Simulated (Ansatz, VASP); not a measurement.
Given: the input of a run of VASP 6.6.1 on GaP.

File POSCAR:

```
GaP
1.0
    0.0000000000      2.7252500000      2.7252500000
    2.7252500000      0.0000000000      2.7252500000
    2.7252500000      2.7252500000      0.0000000000
Ga P
1 1
Direct
    0.0000000000      0.0000000000      0.0000000000
    0.7500000000      0.7500000000      0.7500000000
```

INCAR.step1

```
  PREC = Accurate
  ENCUT = 600
  EDIFF = 1E-8
  ISMEAR = -1
  SIGMA = 0.05
  LREAL = F
  LASPH = T
  NELM = 80
  ALGO = Fast
  ISIF = 3
  LWAVE = F
  LCHARG = F
  GGA = PS
  IBRION = 2
  NSW = 40
  EDIFFG = -0.002
```

INCAR.step2

```
  PREC = Accurate
  ENCUT = 600
  EDIFF = 1E-8
  ISMEAR = -1
  SIGMA = 0.05
  LREAL = F
  LASPH = T
  NELM = 80
  ALGO = Fast
  ISIF = 3
  LWAVE = F
  LCHARG = F
  GGA = PS
  IBRION = 6
  NFREE = 2
  POTIM = 0.015
  NSW = 1
```

Contents of KPOINTS:

```
regular mesh
0
Gamma
  6 6 6
```

Potentials or basis: VASP PAW PBE potentials, release 64 (Ga_d, P).

Command:

```sh
$ cat potpaw_PBE.64/Ga_d/POTCAR potpaw_PBE.64/P/POTCAR > POTCAR
$ cp INCAR.step1 INCAR
$ mpirun -np 1 vasp_std > vasp.out
$ cp CONTCAR POSCAR
$ cp INCAR.step2 INCAR
$ mpirun -np 1 vasp_std > vasp.out
```

Question: Translate it to Ansatz 0.2.0. Potentials there: Ansatz PAW.

Answer: As run (the cutoff follows the program's own potentials):

Contents of input.yaml:

```yaml
crystal:
  lattice:
    - [0.0, 2.72525, 2.72525]
    - [2.72525, 0.0, 2.72525]
    - [2.72525, 2.72525, 0.0]
  atoms:
    - { symbol: Ga, position: [0.0, 0.0, 0.0] }
    - { symbol: P, position: [0.75, 0.75, 0.75] }
hamiltonian:
  xc: pbesol
  pseudopotentials: { kind: paw }
kpoints:
  mp_grid: { grid: [6, 6, 6] }
scf:
  occupations: { method: fixed }
output:
  forces: true
  stress: true
elastic:
  mode: relaxed_ion
  stencil: two_point
```

Potentials or basis: Ansatz PAW.

Run with:

```console
$ ansatz run input.yaml --threads 2 --pin off --max-ram 5632MiB --backend cpu --events-out ev --progress --plain --runs-dir out
```

Both were run:

|  | VASP | Ansatz | Ansatz less VASP |
| --- | --- | --- | --- |
| elastic constant that differs most (GPa) | 135 | 133 | -1.8 |
| Voigt bulk modulus (GPa) | 85 | 83 | -1.7 |

Caveats: the PAW data sets were made with another functional, which shifts forces and pressure a little (VASP); the PAW data sets come from PBE, with cores solved anew for the run's functional, which leaves a small shift of forces and pressure (Ansatz).
